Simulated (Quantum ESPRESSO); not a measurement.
Hf: equation of state with LDA

Hf:

```
Hf
1.0
     3.19670    0.00000    0.00000
    -1.59835    2.76842    0.00000
     0.00000    0.00000    5.05780
Hf
2
Direct
  0.66667 0.33333 0.75000
  0.33333 0.66667 0.25000
```

| Property | Result |
| --- | --- |
| Program | Quantum ESPRESSO 7.5 |
| Task | equation of state |
| Functional | LDA |
| Potentials or basis | GBRV 1.5 LDA |
| Cutoff | 612 eV |
| Density cutoff | 4898 eV |
| k mesh | 10 × 10 × 5 |
| Occupations | fermi-dirac, width 0.05 eV |
| Spin | no spin polarisation |
| Form of the LDA correlation | PZ81 |
| Mixing beta | 0.5 |
| Most SCF iterations | 120 |
| SCF threshold | 4e-10 Ry |

```
Equilibrium volume                        : 20.89 Å³/atom (rough: see the caveat)
Bulk modulus at fixed shape and positions : 121 GPa (rough)
```

Energy against volume, from the lowest point:
```tsv
volume (Å³/atom)	energy (meV/atom)
21.037	0.00
21.485	5.71
21.933	17.83
22.380	35.72
22.828	58.89
23.276	86.87
23.723	119.23
```

All runs of the series together: 85 s on 2 threads of Arm Neoverse V2, on a shared host.

Caveat: the minimum lies outside the volumes run; the cell was scaled at fixed shape and fractional positions, which overstates the stiffness of a crystal with free parameters, most of all of layers and chains. Spin-orbit coupling is left out, which matters for the levels of Hf.
